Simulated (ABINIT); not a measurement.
SnO:

```
CELL_PARAMETERS angstrom
3.81370 0.00000 0.00000
0.00000 3.81370 0.00000
0.00000 0.00000 4.88691
ATOMIC_POSITIONS crystal
Sn 0.50000 0.00000 0.76463
Sn 0.00000 0.50000 0.23537
O 0.00000 0.00000 0.00000
O 0.50000 0.50000 0.00000
```

The cell is a database's computed one.

- Program: ABINIT 10.8.3 (patched build)
- Task: relaxation of cell and atoms
- Functional: LDA
- Potentials or basis: PseudoDojo NC SR LDA v0.4.1 standard
- Cutoff: 1143 eV
- k mesh: 5 × 5 × 4
- Occupations: fermi-dirac, width 0.05 eV
- Spin: no spin polarisation

At the start: pressure -3.0 GPa; volume 17.77 Å³/atom.

Question: How do energy, volume and symmetry change on relaxing?

Answer: Over 11 steps the energy falls by 8.8 meV/atom and the volume is 16.60 Å³/atom (-6.6 %); space group P4/nmm (No. 129, to 0.05 Å).

Step by step:
| step | energy change (eV) | largest force (eV/Å) | pressure (GPa) | volume (Å³) |
| --- | --- | --- | --- | --- |
| 1 | 0.0000 | 0.1982 | -2.97 | 71.08 |
| 2 | -0.0106 | 0.0376 | -2.01 | 70.43 |
| 3 | -0.0189 | 0.2397 | -0.17 | 69.18 |
| 4 | -0.0201 | 0.2313 | -0.08 | 69.01 |
| 5 | -0.0278 | 0.0159 | 0.20 | 67.53 |
| 6 | -0.0287 | 0.0239 | 0.07 | 67.43 |
| 7 | -0.0320 | 0.1237 | -0.33 | 66.99 |
| 8 | -0.0339 | 0.1209 | -0.36 | 66.63 |
| 9 | -0.0349 | 0.0548 | -0.18 | 66.42 |
| 10 | -0.0351 | 0.0093 | -0.04 | 66.42 |
| 11 | -0.0351 | 0.0004 | 0.00 | 66.42 |

Final structure:
```yaml
crystal:
  lattice:
    - [3.77536, 0.00000, 0.00000]
    - [0.00000, 3.77536, 0.00000]
    - [0.00000, 0.00000, 4.65991]
  atoms:
    - { symbol: Sn, position: [0.50000, 0.00000, 0.75462] }
    - { symbol: Sn, position: [0.00000, 0.50000, 0.24538] }
    - { symbol: O, position: [0.00000, 0.00000, 0.00000] }
    - { symbol: O, position: [0.50000, 0.50000, 0.00000] }
```
